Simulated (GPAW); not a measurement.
Crystal: Fe.

```
CELL_PARAMETERS angstrom
-1.44300 1.44300 1.44300
1.44300 -1.44300 1.44300
1.44300 1.44300 -1.44300
ATOMIC_POSITIONS crystal
Fe 0.00000 0.00000 0.00000
```

Base run:

```yaml
Program: GPAW 26.7.0
Functional: PBEsol
Potentials_or_basis: PAW data sets generated in the run's folder for this functional
Cutoff: 600 eV
Basis: pw
k_mesh: 10 × 10 × 10
Occupations: fermi-dirac, width 0.05 eV
Spin: collinear spin, ferromagnetic start
Starting_moments: "[3.0] μB"
```

Its results: pressure -17.8 GPa; net moment 2.16 μB per cell; site moments Fe +2.21 μB.

Problem. The run is repeated on the same cell with these changes: functional from PBEsol to LDA; potentials or basis from PAW data sets generated in the run's folder for this functional to the program's PAW data sets (release 1.2.1) made for this functional. What comes out?

Solution. Pressure -26.6 GPa; net moment 2.14 μB per cell; site moments Fe +2.16 μB.

Caveats: so large a pressure means that the cell lies far from this level's equilibrium, or that cutoff or potentials fall short.
